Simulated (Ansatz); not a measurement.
**Al started in the widest void in zincblende AlN, 65 atoms, charge 0**

Wanted: geometry, formation energy and gap levels of the defect, compared across PBEsol and HSE06.

Method: density functional theory in Ansatz 0.2.0, PAW datasets, plane waves.

### Step 1. The system as built

65 atoms (33 Al, 32 N); a = 8.755 Å, b = 8.755 Å, c = 8.755 Å, α = 90.00°, β = 90.00°, γ = 90.00°. All atoms were shaken off their sites by about 0.02 Å along each axis. Defect site 1: (0.375, 0.375, 0.375). Starting moments add up to 1 μB.

Steps to follow: (2) PBEsol relaxation at the single k point (¼, ¼, ¼), on 8 threads of Intel Xeon Platinum 8259CL at 2.50GHz; (3) HSE06 single point at the single k point (¼, ¼, ¼), on 8 threads of Intel Xeon Platinum 8259CL at 2.50GHz.

### Step 2. Relaxation of the positions (PBEsol)

Input file in.yaml:

```yaml
crystal:
  lattice:
    - [8.755444, 0.000000, 0.000000]
    - [0.000000, 8.755444, 0.000000]
    - [0.000000, 0.000000, 8.755444]
  atoms:
    - { symbol: Al, position: [0.000839, 0.997514, 0.999733] }
    - { symbol: Al, position: [0.998595, 0.003491, 0.498880] }
    - { symbol: Al, position: [0.000929, 0.499004, 0.996964] }
    - { symbol: Al, position: [0.005480, 0.497619, 0.495850] }
    - { symbol: Al, position: [0.499067, 0.999232, 0.999615] }
    - { symbol: Al, position: [0.495877, 0.998141, 0.504632] }
    - { symbol: Al, position: [0.499561, 0.503229, 0.996499] }
    - { symbol: Al, position: [0.498397, 0.496784, 0.502480], spin: 0.091 }
    - { symbol: Al, position: [0.251161, 0.254076, 0.999999] }
    - { symbol: Al, position: [0.249525, 0.250259, 0.498338], spin: 0.091 }
    - { symbol: Al, position: [0.246608, 0.748891, 0.000968] }
    - { symbol: Al, position: [0.250110, 0.752528, 0.502460] }
    - { symbol: Al, position: [0.747185, 0.249896, 0.998308] }
    - { symbol: Al, position: [0.749432, 0.248264, 0.501567] }
    - { symbol: Al, position: [0.746947, 0.749875, 0.000431] }
    - { symbol: Al, position: [0.751474, 0.749056, 0.500810] }
    - { symbol: Al, position: [0.250074, 0.997648, 0.249698] }
    - { symbol: Al, position: [0.250045, 0.000776, 0.748080] }
    - { symbol: Al, position: [0.250005, 0.497643, 0.248691], spin: 0.091 }
    - { symbol: Al, position: [0.253029, 0.501170, 0.749784] }
    - { symbol: Al, position: [0.747694, 0.003885, 0.248667] }
    - { symbol: Al, position: [0.745420, 0.997768, 0.751376] }
    - { symbol: Al, position: [0.750133, 0.502100, 0.248311] }
    - { symbol: Al, position: [0.754193, 0.498781, 0.751242] }
    - { symbol: Al, position: [0.996434, 0.251464, 0.251645] }
    - { symbol: Al, position: [0.004842, 0.253131, 0.747277] }
    - { symbol: Al, position: [0.002498, 0.751506, 0.250023] }
    - { symbol: Al, position: [0.001563, 0.752915, 0.750821] }
    - { symbol: Al, position: [0.497219, 0.250818, 0.249166], spin: 0.091 }
    - { symbol: Al, position: [0.499927, 0.250697, 0.748931] }
    - { symbol: Al, position: [0.499326, 0.749968, 0.250203] }
    - { symbol: Al, position: [0.499859, 0.754713, 0.752723] }
    - { symbol: Al, position: [0.375348, 0.374771, 0.375385], spin: 0.091 }
    - { symbol: N, position: [0.125178, 0.130433, 0.124461] }
    - { symbol: N, position: [0.123021, 0.125993, 0.624915] }
    - { symbol: N, position: [0.125301, 0.626417, 0.124004] }
    - { symbol: N, position: [0.128095, 0.627421, 0.627782] }
    - { symbol: N, position: [0.624888, 0.129017, 0.127125] }
    - { symbol: N, position: [0.620577, 0.124271, 0.623875] }
    - { symbol: N, position: [0.624301, 0.626110, 0.124695] }
    - { symbol: N, position: [0.627165, 0.622241, 0.621440] }
    - { symbol: N, position: [0.373696, 0.374259, 0.123208], spin: 0.091 }
    - { symbol: N, position: [0.377070, 0.376505, 0.624261], spin: 0.091 }
    - { symbol: N, position: [0.373771, 0.874553, 0.126251] }
    - { symbol: N, position: [0.377076, 0.877307, 0.624856] }
    - { symbol: N, position: [0.871856, 0.375194, 0.123157] }
    - { symbol: N, position: [0.874401, 0.374677, 0.623354] }
    - { symbol: N, position: [0.876155, 0.876091, 0.122728] }
    - { symbol: N, position: [0.876503, 0.877571, 0.622909] }
    - { symbol: N, position: [0.377311, 0.123304, 0.374793], spin: 0.091 }
    - { symbol: N, position: [0.372393, 0.126510, 0.873395] }
    - { symbol: N, position: [0.374071, 0.629404, 0.373297], spin: 0.091 }
    - { symbol: N, position: [0.373418, 0.622946, 0.879410] }
    - { symbol: N, position: [0.877903, 0.124619, 0.370617] }
    - { symbol: N, position: [0.875843, 0.130379, 0.874835] }
    - { symbol: N, position: [0.878241, 0.625365, 0.374298] }
    - { symbol: N, position: [0.872134, 0.628321, 0.876615] }
    - { symbol: N, position: [0.125853, 0.374882, 0.375382], spin: 0.091 }
    - { symbol: N, position: [0.125740, 0.374611, 0.876635] }
    - { symbol: N, position: [0.126839, 0.876452, 0.375278] }
    - { symbol: N, position: [0.122625, 0.874162, 0.871943] }
    - { symbol: N, position: [0.626237, 0.378779, 0.372072], spin: 0.091 }
    - { symbol: N, position: [0.627171, 0.371169, 0.873334] }
    - { symbol: N, position: [0.626138, 0.877865, 0.375612] }
    - { symbol: N, position: [0.622813, 0.873069, 0.872272] }
  symmetry: { detect: false }
kpoints:
  mp_grid: { grid: [1, 1, 1], shift: [0.25, 0.25, 0.25] }
hamiltonian:
  xc: pbesol
magnetization:
  spin_polarized: true
scf:
  occupations: { method: fermi_dirac, width: 0.01 }
relax:
  f_tol: 0.03
  max_steps: 80
  escape_saddle: false
  adjacent_minimum: "off"
output:
  forces: true
  eigenvalues: true
  populations: true
```

On the command line:

```
$ ansatz run in.yaml --threads 8 --pin off --max-ram 13300MiB --runs-dir r --events-out ev --progress --plain
```

Further steps of the session: HSE06 on the final geometry.

Before running it: what results should come out? Wanted: for each run, formation energy; host gap; top filled to lowest empty; moment.

The runs gave:

```
             level                     time  formation energy (eV)  host gap (eV)  top filled to lowest empty (eV)  moment (μB)
PBEsol, relaxation     78 s (8 CPU threads)                  10.17           3.17                             0.23         1.00
             HSE06  3.5 min (8 CPU threads)                  11.61           4.54                             0.60         1.00
```

| quantity | value |
| --- | --- |
| relaxation | 8 recorded steps, 9.18 eV gained |
| largest shift | 0.36 Å (Al8 and others alike) |
| largest local moment | +0.10 μB on Al |

**What this shows.** Relaxation gains 9.18 eV, with shifts up to 0.36 Å (Al8 and others alike). The formation energy goes from 10.17 eV (PBEsol) to 11.61 eV (HSE06). The reservoirs are the elements' reference phases; where the defect changes the composition, the value depends on that choice. HSE06 shows no level inside the gap that the count of atoms sharing it marks as tightly localised. A filled level lies near or above the host's conduction edge and spreads over many atoms, so that electron is band-like or shallow, not bound in a deep state; the formation energy is then not that of a true charge state of the defect. The one k point lies off Γ, so the host's band edges aren't sampled; a defect level near or above the conduction edge can stay filled here though it would empty into the band on a fuller mesh. The host's edges were read at Γ, so band-like levels at this k point need not coincide with them. One k point and a cell of this size can leave errors of several tenths of an eV.
